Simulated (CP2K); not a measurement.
The system is Ir.

```xyz
1
Lattice="2.7091 0.0000 0.0000 1.3545 2.3461 0.0000 1.3545 0.7820 2.2119" Properties=species:S:1:pos:R:3 pbc="T T T"
Ir    0.0000    0.0000    0.0000
```

Base run:

| Item | Value |
| --- | --- |
| Program | CP2K 2026.2 |
| Functional | PBE |
| Potentials or basis | POTENTIAL_UZH Ir GTH-PBE-q17; TZVP-MOLOPT-PBE-GTH basis |
| Density cutoff | 6123 eV |
| k mesh | 12 × 12 × 12 |
| Occupations | fermi-dirac, width 0.01 eV |
| Spin | no spin polarisation |

Its results: band gap on the k mesh none (metal or under the smearing width); pressure 9.2 GPa.

**Question.** The run is repeated on the same cell with these changes: functional from PBE to PBEsol; ngrids from 5 to 4. What comes out?

**Answer.** Band gap on the k mesh none (metal or under the smearing width); pressure -1.7 GPa.

Caveats: the basis of atomic orbitals isn't converged, which shifts pressures, moduli and gaps; the potentials were made for another functional, which shifts forces and pressure (some runs).

Not every run made on this cell is shown here.
